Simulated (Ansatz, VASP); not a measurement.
# Two plane-wave programs on K

```
K
1.0
    -2.67945    2.67945    2.67945
     2.67945   -2.67945    2.67945
     2.67945    2.67945   -2.67945
K
1
Direct
  0.00000 0.00000 0.00000
```

Change from the starting cell: volume scaled by 0.98.

Alike in both runs: task single point; functional PBE; k mesh 7 × 7 × 7; occupations fermi-dirac, width 0.05 eV; no spin polarisation.

|  | VASP | Ansatz |
| --- | --- | --- |
| version | VASP 6.6.1 | Ansatz 0.2.0 |
| potentials or method | VASP PAW PBE potentials, release 64 (K_sv) | Ansatz PAW |
| plane-wave cutoff (eV) | 520 | 420 |
| valence electrons in the cell | 9 | 9 |

|  | VASP | Ansatz | Ansatz less VASP |
| --- | --- | --- | --- |
| gap on the k mesh at the Fermi level (eV) | none | none | - |
| pressure (GPa) | -0.2 | -0.1 | +0.01 |

A gap of «none» marks a metal or a gap that the smearing closes.
